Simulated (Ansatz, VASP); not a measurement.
**One calculation of SnTe, two programs**

File INCAR:

```
SYSTEM = SnTe
PREC     = Accurate       ! precision mode
ENCUT    = 520            ! plane-wave cutoff, eV
EDIFF    = 1E-6           ! SCF threshold, eV
ISMEAR   = 0              ! smearing method
SIGMA    = 0.03           ! smearing width, eV
LREAL    = .False.        ! projectors in reciprocal space
LASPH    = .True.         ! aspherical terms in the spheres
NELM     = 80             ! most SCF steps
ALGO     = Normal         ! electronic algorithm
ISIF     = 2              ! what is computed and relaxed
LWAVE    = .False.        ! write WAVECAR
LCHARG   = .False.        ! write CHGCAR
GGA      = PE             ! functional
NBANDS   = 17             ! bands
```

KPOINTS

```
Automatic mesh
0
Gamma
  10 10 10
  0 0 0
```

File POSCAR:

```
SnTe
1.0
    0.0000000000      3.1565000000      3.0618050000
    3.1565000000      0.0000000000      3.0618050000
    3.1565000000      3.1565000000      0.0000000000
Sn Te
1 1
Direct
    0.0000000000      0.0000000000      0.0000000000
    0.5000000000      0.5000000000      0.5000000000
```

Input for Ansatz:

```yaml
crystal:
  lattice:
    - [0.0, 3.1565, 3.061805]
    - [3.1565, 0.0, 3.061805]
    - [3.1565, 3.1565, 0.0]
  atoms:
    - { symbol: Sn, position: [0.0, 0.0, 0.0] }
    - { symbol: Te, position: [0.5, 0.5, 0.5] }
basis:
  ecutwfc: 420
kpoints:
  mp_grid: { grid: [10, 10, 10] }
hamiltonian:
  xc: pbe
scf:
  occupations: { method: gaussian, width: 0.03 }
output:
  forces: true
  stress: true
  eigenvalues: true
```

Change from the starting cell: strain +0.000 along x and y, -0.030 along z, atoms carried along.

Alike in both runs: task single point; functional PBE; k mesh 10 × 10 × 10; occupations gaussian, width 0.03 eV; no spin polarisation.

```csv
,VASP,Ansatz
version,VASP 6.6.1,Ansatz 0.2.0
potentials or method,"VASP PAW PBE potentials, release 64 (Sn_d, Te)","scalar-relativistic, plane waves, PAW"
plane-wave cutoff (eV),520,420
valence electrons in the cell,20,30
```

Ansatz gave:

```
gap on the k mesh at the Fermi level (eV)       : 0.23
least direct gap on the mesh (eV)               : 0.23
pressure (GPa)                                  : 3.8
largest component of the traceless stress (GPa) : 3.23
```

Problem. What did VASP give for the same quantities?

Solution. gap on the k mesh at the Fermi level (eV): 0.23; least direct gap on the mesh (eV): 0.23; pressure (GPa): 3.7; largest component of the traceless stress (GPa): 3.24.

The two sets of potentials don't hold the same shells in valence.

Caveats: spin-orbit coupling is left out, which moves the levels of the heavy elements.
